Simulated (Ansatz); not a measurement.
L1₀ (CuAu-type) CoPt was calculated with PBEsol (Ansatz, a first-principles code, PAW).

Settings: plane-wave cutoff 500 eV, 20×20×16 k mesh (along the axes of the cell as run), Fermi–Dirac smearing 0.1 eV, spin-polarised with parallel moments, scalar-relativistic PAW data made under PBE.

Computed at the level's own relaxed cell.

Q: What does this level give for the equilibrium volume per atom, equilibrium lattice constant a, c axis length and magnetic moment (largest site, within a sphere)?

A: 
- equilibrium volume per atom: 12.96 Å³/atom
- equilibrium lattice constant a: 2.661 Å
- c axis length: 3.660 Å
- magnetic moment (largest site, within a sphere): 1.86 μB

Measured, for comparison: lattice constant a 2.694 Å (temperature not stated, no zero-point or thermal correction, P4/mmm two-atom cell, a_fct/√2; as tabulated in Karoui et al. (2013), arXiv:1204.5845); lattice parameter c 3.707 Å (temperature not stated, no zero-point or thermal correction; as tabulated in Karoui et al. (2013), arXiv:1204.5845). Computed (rounded) less measured: lattice constant a -1.2 %, lattice parameter c -1.3 %. A static lattice is as a rule a little smaller and stiffer than an uncorrected measurement, which narrows the difference in the lattice constant a, lattice parameter c and would widen misses of the other sign.

Moments are spin moments.

Spin–orbit coupling is not included.

The computed numbers hold no vibrational or temperature effects.

Computing time: about 5 core-minutes (a rough figure).
